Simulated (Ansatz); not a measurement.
Crystal: ZnO (zincite).

```
CELL_PARAMETERS angstrom
3.24931 0.00000 0.00000
-1.62465 2.81398 0.00000
0.00000 0.00000 5.20571
ATOMIC_POSITIONS crystal
Zn 0.66667 0.33333 0.00000
Zn 0.33333 0.66667 0.50000
O 0.33333 0.66667 0.87901
O 0.66667 0.33333 0.37901
```

| Property | Result |
| --- | --- |
| Program | Ansatz 0.2.0 |
| Task | relaxation of cell and atoms |
| Functional | B3LYP |
| Potentials or basis | Ansatz PAW |
| Cutoff | 420 eV (not typed: the program's choice for these potentials) |
| k mesh | 5 × 5 × 3 |
| Occupations | fermi-dirac, width 0.05 eV |
| Spin | no spin polarisation |

At the start: volume 11.90 Å³/atom.

Problem. Where does the relaxation end?

Solution. It ends after 8 steps and the volume is 12.27 Å³/atom (+3.1 %); space group P6_3mc (No. 186, to 0.05 Å).

The path:
| step | energy change (eV) | largest force (eV/Å) | volume (Å³) |
| --- | --- | --- | --- |
| 1 | 0.0000 | 0.0740 | 47.60 |
| 2 | -0.0124 | 0.0495 | 48.36 |
| 3 | -0.0136 | 0.0279 | 48.96 |
| 4 | -0.0136 | 0.0127 | 48.99 |
| 5 | -0.0137 | 0.0001 | 48.99 |
| 6 | -0.0210 | 0.0003 | 48.99 |
| 7 | -0.0207 | 0.0004 | 49.07 |
| 8 | -0.0211 | 0.0003 | 49.07 |

Final structure:
```cif
data_structure
_symmetry_space_group_name_H-M 'P 1'
_symmetry_Int_Tables_number 1
_cell_length_a 3.2755
_cell_length_b 3.2755
_cell_length_c 5.2811
_cell_angle_alpha 90.000
_cell_angle_beta 90.000
_cell_angle_gamma 120.000
_cell_volume 49.07
loop_
_atom_site_label
_atom_site_type_symbol
_atom_site_fract_x
_atom_site_fract_y
_atom_site_fract_z
_atom_site_occupancy
Zn1 Zn 0.66667 0.33333 0.99977 1
Zn2 Zn 0.33333 0.66667 0.49977 1
O1 O 0.33333 0.66667 0.87924 1
O2 O 0.66667 0.33333 0.37924 1
```

Caveat: the k mesh is coarse (spacing up to 0.45 Å⁻¹), so the values aren't converged, least of all with exact exchange; the plane-wave basis is chosen anew once the cell has moved, so the energies of steps on either side of that aren't comparable; the pressure holds a Pulay correction of +0.7 GPa for the finite cutoff; the PAW data sets come from PBE, with cores solved anew for the run's functional, which leaves a small shift of forces and pressure.
